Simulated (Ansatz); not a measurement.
HgTe (F-43m), a vibration from a frozen displacement

All numbers below come from DFT r2SCAN, scalar-relativistic, plane waves, PAW in Ansatz 0.2.0. The runs took a 500 eV cutoff, a Γ-centred 14×14×14 mesh and Gaussian smearing (0.15 eV). Spin–orbit coupling is left out, which matters for the heavy elements here. No spin polarisation. Energies are free energies at this smearing, counted from the undisturbed cell; pressure is positive in compression.

The undisturbed cell (as given, not relaxed at this level; it stands at 2.7 GPa):

```xyz
2
Lattice="0.0000 3.2235 3.2235 3.2235 0.0000 3.2235 3.2235 3.2235 0.0000" Properties=species:S:1:pos:R:3 pbc="T T T"
Hg    0.0000    0.0000    0.0000
Te    4.8353    4.8353    4.8353
```

Every Hg atom is moved by x along the Cartesian unit vector (-0.577, -0.577, -0.577); the cell and all other atoms stay fixed. The cell's volume is 66.99 Å³; the moved atoms weigh 200.592 u together and the others 127.600 u.

```
  x (Å)  ΔE (meV/cell) total force on the moved atoms along the move (eV/Å) pressure (GPa)
-0.1000          16.44                                                0.3041          2.8511
-0.0750           9.61                                                0.2414          2.7846
-0.0500           4.44                                                0.1706          2.7345
 0.0000           0.00                                                0.0000          2.6920
 0.0250           1.25                                               -0.1020          2.7038
 0.0750          12.22                                               -0.3464          2.8046
 0.1000          22.67                                               -0.4917          2.8988
```

Question: What frequency belongs to this motion?

Answer: The force constant is k = −dF/dx = 3.858 eV/Å², from the parabola through x = -0.0500, 0 and 0.0250. In every cell the moved atoms swing against the rest, so the mass is μ = m₁m₂/(m₁ + m₂) = 77.990 u, and ν̃ = 521.5 cm⁻¹ × √(|k|/μ) = 116 cm⁻¹, at this cell's pressure of 2.7 GPa. To first order in x, and within 1 %, the force on every atom lies along the move and, within each of the two groups, in proportion to the atom's mass, so this is itself a mode at the zone centre of this cell.

Question: How far does the harmonic law reach?

Answer: At x = -0.100 Å, kx²/2 = 19.29 meV against the computed 16.44 meV (-14.8 %): the well softens in this direction at large amplitude.

In a metal these slopes depend on the k mesh and the smearing.